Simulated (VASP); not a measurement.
# ZnS (P6_3mc) in VASP: a series of runs, part 2 of 2

VASP 6.6.1. The steps go on from the part before.

### 4 Relaxation of cell and atoms, PBEsol

Contents of INCAR:

```
SYSTEM = ZnS
ALGO = Normal
EDIFF = 1E-6
EDIFFG = -0.01
ENCUT = 600
GGA = PS
IBRION = 2
ISIF = 3
ISMEAR = 0
LASPH = .TRUE.
LCHARG = .FALSE.
LREAL = .FALSE.
LWAVE = .FALSE.
NELM = 80
NSW = 90
PREC = Accurate
SIGMA = 0.03
```

Contents of KPOINTS:

```
k-points
0
G
  9 9 5
  0 0 0
```

Contents of POSCAR:

```
ZnS
1.0
    3.8110000000      0.0000000000      0.0000000000
   -1.9055000000      3.3004228100      0.0000000000
    0.0000000000      0.0000000000      6.2340000000
Zn S
2 2
Direct
    0.3333333300      0.6666666700      0.0000000000
    0.6666666700      0.3333333300      0.5000000000
    0.3333333300      0.6666666700      0.3850000000
    0.6666666700      0.3333333300      0.8850000000
```

Potentials or basis: VASP PAW PBE potentials, release 64 (Zn, S).

On the command line:

```console
> cat potpaw_PBE.64/Zn/POTCAR potpaw_PBE.64/S/POTCAR > POTCAR
> mpirun -np 1 vasp_std > vasp.out
```

OUTCAR:

```text
SYSTEM = ZnS
   EDIFF = 1E-6
   EDIFFG = -0.01
   ENCUT = 600
   GGA = PS
   IBRION = 2
   ISIF = 3
   ISMEAR = 0
   LASPH = .TRUE.
   LREAL = .FALSE.
   NELM = 80
   NSW = 90
   PREC = Accurate

 ion  position               nearest neighbor table
   1  0.333  0.667  0.000-   4 2.31   4 2.31   4 2.31   3 2.40
   2  0.667  0.333  0.500-   3 2.31   3 2.31   3 2.31   4 2.40
   3  0.333  0.667  0.385-   2 2.31   2 2.31   2 2.31   1 2.40
   4  0.667  0.333  0.885-   1 2.31   1 2.31   1 2.31   2 2.40

  LATTYP: Found a hexagonal cell.
 ALAT       =     3.8110000000
 C/A-ratio  =     1.6357911309

  Lattice vectors:

 A1 = (   3.8110000000,   0.0000000000,   0.0000000000)
 A2 = (  -1.9055000000,   3.3004228100,   0.0000000000)
 A3 = (   0.0000000000,   0.0000000000,   6.2340000000)

Analysis of symmetry for initial positions (statically):
=====================================================================
 Subroutine PRICEL returns:
 Original cell was already a primitive cell.

 Routine SETGRP: Setting up the symmetry group for a
 hexagonal supercell.

 Subroutine GETGRP returns: Found 12 space group operations
 (whereof  6 operations were pure point group operations)
 out of a pool of 24 trial point group operations.

The static configuration has the point symmetry C_3v.
 The point group associated with its full space group is C_6v.

Analysis of symmetry for dynamics (positions and initial velocities):
=====================================================================
 Subroutine PRICEL returns:
 Original cell was already a primitive cell.

 Routine SETGRP: Setting up the symmetry group for a
 hexagonal supercell.

 Subroutine GETGRP returns: Found 12 space group operations
 (whereof  6 operations were pure point group operations)
 out of a pool of 24 trial point group operations.

The dynamic configuration has the point symmetry C_3v.
 The point group associated with its full space group is C_6v.

 Subroutine INISYM returns: Found 12 space group operations
 (whereof  6 operations are pure point group operations),
 and found     1 'primitive' translations

----------------------------------------------------------------------------------------

                                     Primitive cell

  volume of cell :      78.4107

  direct lattice vectors                    reciprocal lattice vectors
     3.811000000  0.000000000  0.000000000     0.262398321  0.151495741  0.000000000
    -1.905500000  3.300422810  0.000000000     0.000000000  0.302991482  0.000000000
     0.000000000  0.000000000  6.234000000     0.000000000  0.000000000  0.160410651

  length of vectors
     3.811000000  3.810999997  6.234000000     0.302991482  0.302991482  0.160410651

  position of ions in fractional coordinates (direct lattice)
     0.333333330  0.666666670  0.000000000
     0.666666670  0.333333330  0.500000000
     0.333333330  0.666666670  0.385000000
     0.666666670  0.333333330  0.885000000

  ion indices of the primitive-cell ions
   primitive index   ion index
                 1           1
                 2           2
                 3           3
                 4           4

[... 52 lines left out ...]
 [... further k-points ...]
   k-points           NKPTS =     36   k-points in BZ     NKDIM =     36   number of bands    NBANDS=     22
   number of dos      NEDOS =    301   number of ions     NIONS =      4
   total plane-waves  NPLWV =  45000
   dimension x,y,z NGX =    30 NGY =   30 NGZ =   50
   dimension x,y,z NGXF=    60 NGYF=   60 NGZF=  100
   ions per type =               2   2
   NGX,Y,Z   is equivalent  to a cutoff of  13.09, 13.09, 13.33 a.u.
   NGXF,Y,Z  is equivalent  to a cutoff of  26.17, 26.17, 26.67 a.u.
 SYSTEM =  ZnS
   PREC   = accura    normal or accurate (medium, high low for compatibility)
   ISTART =      0    job   : 0-new  1-cont  2-samecut
   ICHARG =      2    charge: 1-file 2-atom 10-const
   ISPIN  =      1    spin polarized calculation?
   LNONCOLLINEAR =      F non collinear calculations
   LSORBIT =      F    spin-orbit coupling
   LASPH  =      T    aspherical Exc in radial PAW
   ENCUT  =  600.0 eV  44.10 Ry    6.64 a.u.   7.61  7.61 12.45*2*pi/ulx,y,z
   NELM   =     80;   NELMIN=  2; NELMDL= -5     # of ELM steps
   EDIFF  = 0.1E-05   stopping-criterion for ELM
   LREAL  =      F    real-space projection
   EDIFFG = -.1E-01   stopping-criterion for IOM
   NSW    =     90    number of steps for IOM
   IBRION =      2    ionic relax: 0-MD 1-quasi-New 2-CG
   NFREE  =      1    steps in history (QN), initial steepest desc. (CG)
   ISIF   =      3    stress and relaxation
   ISYM   =      2    0-nonsym 1-usesym 2-fastsym
   POTIM  = 0.5000    time-step for ionic-motion
   TEBEG  =    0.0;   TEEND  =   0.0 temperature during run
   PSTRESS=    0.0 pullay stress
   NELECT =      36.0000    total number of electrons
   NUPDOWN=      -1.0000    fix difference up-down
   EMIN   =  10.00;   EMAX   =-10.00  energy-range for DOS
   EFERMI =   0.00;   METHOD = LEGACY
   ISMEAR =     0;   SIGMA  =   0.03  broadening in eV -4-tet -1-fermi 0-gaus
   EFERMI_NEDOS =   21; number of points for ismear=-14 and -15
   IALGO  =     38    algorithm
   IMIX   =      4    mixing-type and parameters
     AMIX     =   0.40;   BMIX     =  1.00
     AMIX_MAG =   1.60;   BMIX_MAG =  1.00
  volume/ion in A,a.u.               =      19.60       132.29
  Fermi-wavevector in a.u.,A,eV,Ry     =   1.262943  2.386617 21.701647  1.595026
  Thomas-Fermi vector in A             =   2.396326
   LORBIT       =      0    0 simple, 1 ext, 2 COOP (PROOUT), +10 PAW based schemes
   GGA     = PS    functional components
   LHFCALC =     F    Hartree Fock is set to
   AEXX    =    0.0000 exact exchange contribution
   IVDW    =     0    specifies the selected vdW correction
   LEPSILON=     F    determine dielectric tensor
   LRPA    =     F    only Hartree local field effects (RPA)
 conjugate gradient relaxation of ions
 non-spin polarized calculation
 Gauss-broadening in eV      SIGMA  =   0.03
  energy-cutoff  :      600.00
  volume of cell :       78.41
 maximum number of plane-waves:      2639
   NGX = 15   NGY = 15   NGZ = 25

--------------------------------------- Ionic step        1  -------------------------------------------

 number of electron      36.0000045 magnetization

 Free energy of the ion-electron system (eV)
  ---------------------------------------------------
  ext. energy  EPLUGINS =         0.00000000
  ---------------------------------------------------
  free energy    TOTEN  =       -15.14215384 eV

  energy without entropy =      -15.14215384  energy(sigma->0) =      -15.14215384

------------------------ aborting loop because EDIFF is reached ----------------------------------------

  FORCE on cell =-STRESS in cart. coord.  units (eV):
  Direction    XX          YY          ZZ          XY          YZ          ZX
  --------------------------------------------------------------------------------------
  -------------------------------------------------------------------------------------
  Total       -0.2379101     -0.2379101     -1.1420822      0.0000000      0.0000000      0.0000000
  in kB       -4.8612522     -4.8612522    -23.3363326      0.0000000      0.0000000      0.0000000
  external PRESSURE =     -11.0196123 kB  Pullay stress =       0.0000000 kB
[... 253 lines left out ...]
--------------------------------------- Ionic step        8  -------------------------------------------

 number of electron      35.9999995 magnetization

 Free energy of the ion-electron system (eV)
  ---------------------------------------------------
  ext. energy  EPLUGINS =         0.00000000
  ---------------------------------------------------
  free energy    TOTEN  =       -15.16800687 eV

  energy without entropy =      -15.16800687  energy(sigma->0) =      -15.16800687

 E-fermi :   2.3868     XC(G=0):  -9.9517

 val. band max:        2.2526999576   @ k =   0.0000   0.0000   0.0000
 cond. band min:       4.4030034480   @ k =   0.0000   0.0000   0.0000
 fundamental gap:      2.1503034904
 Fermi energy:         2.3868182850

 k-point     1 :       0.0000    0.0000    0.0000
  band No.  band energies     occupation
      1     -11.0954      2.00000
      2     -10.1034      2.00000
      3      -4.2248      2.00000
      4      -4.2082      2.00000
      5      -4.2082      2.00000
      6      -4.1229      2.00000
[... 589 lines left out ...]
     21       7.6621      0.00000
     22       9.7805      0.00000

 [... further k-points ...]

------------------------ aborting loop because EDIFF is reached ----------------------------------------

  FORCE on cell =-STRESS in cart. coord.  units (eV):
  Direction    XX          YY          ZZ          XY          YZ          ZX
  --------------------------------------------------------------------------------------
  -------------------------------------------------------------------------------------
  Total       -0.0320347     -0.0320347     -0.0227200      0.0000000      0.0000000      0.0000000
  in kB       -0.6656912     -0.6656912     -0.4721296      0.0000000      0.0000000      0.0000000
  external PRESSURE =      -0.6011707 kB  Pullay stress =       0.0000000 kB
[... 19 lines left out ...]
  FREE ENERGIE OF THE ION-ELECTRON SYSTEM (eV)
  ---------------------------------------------------
  free  energy   TOTEN  =       -15.1680068662 eV

  energy  without entropy=      -15.1680068662  energy(sigma->0) =      -15.16800687

 reached required accuracy - stopping structural energy minimisation
```

Wall time 2.3 min (1 thread of Intel Xeon 6975P-C (Granite Rapids), shared host); peak memory 0.24 GiB.

Results:

```
Free energy                            : -15.1680 eV
Relaxed volume                         : 19.28 Å³/atom
Relaxed cell                           : a = 3.786 Å, b = 3.786 Å, c = 6.212 Å, α = 90.00°, β = 90.00°, γ = 120.00°
Space group after relaxing (to 0.05 Å) : P6_3mc (No. 186)
Energy gained by relaxing              : 6.5 meV/atom
Ionic steps                            : 8
Pressure after relaxing                : -0.1 GPa
Band gap on the k mesh                 : 2.15 eV, direct
```

The path:
| step | energy change (eV) | largest force (eV/Å) | pressure (GPa) | volume (Å³) |
| --- | --- | --- | --- | --- |
| 1 | 0.0000 | 0.3085 | -1.10 | 78.41 |
| 2 | -0.0199 | 0.1198 | 0.24 | 76.89 |
| 3 | -0.0200 | 0.0998 | 0.34 | 76.76 |
| 4 | -0.0232 | 0.0458 | 0.04 | 77.05 |
| 5 | -0.0244 | 0.0013 | -0.20 | 77.29 |
| 6 | -0.0245 | 0.0168 | -0.32 | 77.39 |
| 7 | -0.0258 | 0.0015 | 0.08 | 77.06 |
| 8 | -0.0259 | 0.0006 | -0.06 | 77.10 |

Final structure:
```
Zn S
1.0
     3.78556    0.00000    0.00000
    -1.89278    3.27839    0.00000
     0.00000    0.00000    6.21250
Zn S
2 2
Direct
  0.33333 0.66667 0.00541
  0.66667 0.33333 0.50541
  0.33333 0.66667 0.37959
  0.66667 0.33333 0.87959
```

Levels at points of the mesh, in eV from the valence-band top:
```csv
k point,band 14,band 15,band 16,band 17,band 18,band 19,band 20,band 21,band 22
"(0.00, 0.00, 0.00)",-0.93,-0.93,-0.09,0.00,0.00,2.15,3.02,6.21,6.21
```

Caveat: the PAW data sets were made with another functional, which shifts forces and pressure a little. Expect the measured gap to be larger: semilocal functionals such as PBEsol lack the derivative discontinuity.
